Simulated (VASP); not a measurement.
Write the native input for VASP 6.6.1 that does the following.

* Task: relaxation of cell and atoms
* Functional: PBE0
* Dispersion: D2
* Potentials or basis: VASP PAW PBE potentials, release 64 (I, Na_pv)
* Cutoff: 600 eV
* k mesh: 4 × 4 × 4
* Occupations: gaussian, width 0.1 eV
* Spin: no spin polarisation
* Grid for exact exchange (PRECFOCK): Normal
* Exchange at q = 0: default
* Further INCAR settings: ALGO = Normal; EDIFF = 1e-06; IBRION = 2; EDIFFG = -0.02; NSW = 40; ISIF = 3

NaI:

```
I Na
1.0
     0.00000    3.48631    3.48631
     3.48631    0.00000    3.48631
     3.48631    3.48631    0.00000
I Na
1 1
Direct
  0.50000 0.50000 0.50000
  0.00000 0.00000 0.00000
```

The cell isn't the ideal one: volume scaled by 1.25.

One way to write it, as run:

POSCAR

```
NaI
1.0
    0.0000000000      3.4863062154      3.4863062154
    3.4863062154      0.0000000000      3.4863062154
    3.4863062154      3.4863062154      0.0000000000
I Na
1 1
Direct
    0.5000000000      0.5000000000      0.5000000000
    0.0000000000      0.0000000000      0.0000000000
```

INCAR.step1

```
SYSTEM = NaI
PREC = Accurate ; ENCUT = 600
EDIFF = 1E-5 ; ISMEAR = 0
SIGMA = 0.1 ; LREAL = .FALSE.
LASPH = .TRUE. ; NELM = 80
ALGO = Normal ; LWAVE = .TRUE.
LCHARG = .FALSE. ; GGA = PE
```

INCAR.step2

```
SYSTEM = NaI
PREC = Accurate ; ENCUT = 600
EDIFF = 1E-6 ; ISMEAR = 0
SIGMA = 0.1 ; LREAL = .FALSE.
LASPH = .TRUE. ; NELM = 80
ALGO = Normal ; ISIF = 3
LWAVE = .FALSE. ; LCHARG = .FALSE.
GGA = PE ; LHFCALC = .TRUE.
AEXX = 0.25 ; PRECFOCK = Normal
IVDW = 1 ; IBRION = 2
NSW = 40 ; EDIFFG = -0.02
ISTART = 1
```

KPOINTS

```
Automatic mesh
0
G
  4 4 4
  0 0 0
```

Potentials or basis: VASP PAW PBE potentials, release 64 (I, Na_pv).

Command:

```console
$ cat potpaw_PBE.64/I/POTCAR potpaw_PBE.64/Na_pv/POTCAR > POTCAR
$ cp INCAR.step1 INCAR
$ mpirun -np 1 vasp_std > vasp.out
$ cp INCAR.step2 INCAR
$ mpirun -np 1 vasp_std > vasp.out
```

It gave:

```yaml
Relaxed_volume: 32.01 Å³/atom
Relaxed_cell: a = 4.490 Å, b = 4.490 Å, c = 4.490 Å, α = 60.00°, β = 60.00°, γ = 60.00°
Space_group_after_relaxing_to_0.05_Å: Fm-3m (No. 225)
Energy_gained_by_relaxing: 155.4 meV/atom
Ionic_steps: 5
Pressure_after_relaxing: 0.0 GPa
Band_gap_on_the_k_mesh: 5.53 eV, direct
Dispersion_energy_per_atom: -0.299 eV
```

Caveat: the PAW data sets were made with another functional, which shifts forces and pressure a little; spin-orbit coupling is left out, which moves the levels of the heavy elements.

Run time: 40 min on 1 thread of Intel(R) Xeon(R) Platinum 8488C (Sapphire Rapids), on a shared host, peak memory 0.28 GiB.
